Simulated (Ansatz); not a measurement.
**PbS and its competing phases**

These are results of DFT PBE, scalar-relativistic, plane waves, PAW (Ansatz), not measurements. All cells share a 420 eV cutoff and Γ-centred k meshes spaced at most about 0.3 Å⁻¹ (2π included). No spin polarisation.

Formation energies are uncorrected and refer to the elements' standard structures at the same level.

These are static total energies at zero pressure. These runs have no spin–orbit coupling, which can matter for Pb. The reference form of S is held partly by dispersion forces, which this level lacks.

The competitors are the elements and 2 reference phases of this chemical system (from databases or known types: PbS, PbS2), relaxed at the same level; other known phases may be missing.

The candidate was reached from: 5-connected net, two elements alternating.

```yaml
crystal:
  lattice:
    - [5.03124, 0.00000, 0.00000]
    - [-2.51562, 4.35719, 0.00000]
    - [0.00000, 0.00000, 6.02195]
  atoms:
    - { symbol: Pb, position: [0.33333, 0.66667, 0.25000] }
    - { symbol: Pb, position: [0.66667, 0.33333, 0.75000] }
    - { symbol: S, position: [0.33333, 0.66667, 0.75000] }
    - { symbol: S, position: [0.66667, 0.33333, 0.25000] }
```

Question: Where does it stand against these competitors?

Answer: Not the lowest form: another structure of the same formula lies lower. Its formation energy is -0.475 eV/atom. The lowest competing phase at this composition is this:

| phase | space group | source | share of atoms | ΔE_f (eV/atom) |
| --- | --- | --- | --- | --- |
| PbS | Fm-3m (No. 225) | COD | 1.0000 | -0.550 |

The candidate lies 75 meV/atom above this phase. The candidate matches no cell in the subsets of the Crystallography Open Database and the Materials Project at hand. Checks: unstable against strain, though with no imaginary mode on a 2×2×1 q mesh. So it is a saddle point, neither stable nor metastable. Shaken at random and relaxed again it fell by 75 meV/atom, so it probably isn't a firm minimum.
